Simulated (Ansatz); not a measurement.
# SiGe: the cost of one run

Program: Ansatz 0.2.0. Level of theory: DFT r2SCAN, scalar-relativistic, plane waves, PAW. These are calculated values, not measurements.

### Step 1. The starting structure

Symmetry: P6_3mc, No. 186, hexagonal system. Conventional cell: a = 3.904 Å, b = 3.904 Å, c = 6.454 Å, α = 90.00°, β = 90.00°, γ = 120.00°. Si (site symmetry 3m) has 4 Ge at 2.40 to 2.41 Å as nearest neighbours. Ge (site symmetry 3m) has 4 Si at 2.40 to 2.41 Å as nearest neighbours.

Coordinates:

```cif
data_structure
_symmetry_space_group_name_H-M 'P6_3mc'
_symmetry_Int_Tables_number 186
_cell_length_a 3.9044
_cell_length_b 3.9044
_cell_length_c 6.4537
_cell_angle_alpha 90.000
_cell_angle_beta 90.000
_cell_angle_gamma 120.000
_cell_volume 85.20
loop_
_atom_site_label
_atom_site_type_symbol
_atom_site_symmetry_multiplicity
_atom_site_Wyckoff_symbol
_atom_site_fract_x
_atom_site_fract_y
_atom_site_fract_z
_atom_site_occupancy
Si1 Si 2 b 0.66667 0.33333 0.87447 1
Ge1 Ge 2 b 0.66667 0.33333 0.50053 1
```

It goes back to an entry of the Materials Project, which need not be the stable form.

This cell was relaxed beforehand with the same method: volume 21.30 Å³/atom, gap on the mesh 0.66 eV.

### Step 2. Bands, states and charges

File input.yaml:

```yaml
crystal:
  lattice:
    - [3.9043776428, 0.0, 0.0]
    - [-1.9521888214, 3.3812902246, 0.0]
    - [0.0, 0.0, 6.4536796666]
  atoms:
    - { symbol: Si, position: [0.6666666667, 0.3333333333, 0.8744661519] }
    - { symbol: Si, position: [0.3333333333, 0.6666666667, 0.3744661519] }
    - { symbol: Ge, position: [0.6666666667, 0.3333333333, 0.5005328481] }
    - { symbol: Ge, position: [0.3333333333, 0.6666666667, 0.0005328481] }
basis:
  ecutwfc: 500
kpoints:
  mp_grid: { grid: [12, 12, 4] }
  band_path:
    path:
      - [[0.0, 0.0, 0.0], [0.5, 0.0, 0.0], [0.33333333, 0.33333333, 0.0], [0.0, 0.0, 0.0], [0.0, 0.0, 0.5], [0.5, 0.0, 0.5], [0.33333333, 0.33333333, 0.5], [0.0, 0.0, 0.5]]
      - [[0.5, 0.0, 0.5], [0.5, 0.0, 0.0]]
      - [[0.33333333, 0.33333333, 0.5], [0.33333333, 0.33333333, 0.0]]
    npoints: 14
hamiltonian:
  xc: r2scan
scf:
  occupations: { method: gaussian, width: 0.02 }
  n_extra_bands: 10
output:
  forces: true
  stress: true
  eigenvalues: true
  populations: true
  dos: { projected: true, de: 0.02, nscf_kmesh: { grid: [18, 18, 6] } }
  bader: true
  write_density: true
  write_potential: true
  elf: true
  volumetric_format: npy
```

On the command line:

```sh
ansatz run input.yaml --threads 1 --pin off --max-ram 2560MiB --backend cpu --events-out ev --progress --plain --runs-dir out
```

Q: Estimate wall time and peak memory on 1 thread of Arm Neoverse V2, shared host.

About 2.3 min, with a peak of 0.63 GiB.
